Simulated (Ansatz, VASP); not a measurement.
# Two plane-wave programs on N

```
CELL_PARAMETERS angstrom
3.77416 0.00000 0.00000
-1.88708 3.26852 0.00000
0.00000 0.00000 5.41880
ATOMIC_POSITIONS crystal
N 0.33333 0.66667 0.25000
N 0.66667 0.33333 0.75000
```

Change from the starting cell: strain +0.040 along x and y, -0.080 along z, atoms carried along.

Alike in both runs: task single point; functional LDA; k mesh 15 × 15 × 8; occupations gaussian, width 0.15 eV; no spin polarisation.

|  | VASP | Ansatz |
| --- | --- | --- |
| version | VASP 6.6.1 | Ansatz 0.2.0 |
| potentials or method | VASP PAW LDA potentials, release 64 (N) | scalar-relativistic, plane waves, PAW |
| plane-wave cutoff (eV) | 520 | 420 |
| valence electrons in the cell | 10 | 10 |

Ansatz gave:

| Property | Result |
| --- | --- |
| gap on the k mesh at the Fermi level (eV) | none |
| pressure (GPa) | -8.5 |
| largest component of the traceless stress (GPa) | 2.24 |

Task: Which values does VASP return?

Result: gap on the k mesh at the Fermi level (eV): none; pressure (GPa): -8.6; largest component of the traceless stress (GPa): 2.27.

A gap of «none» marks a metal or a gap that the smearing closes.
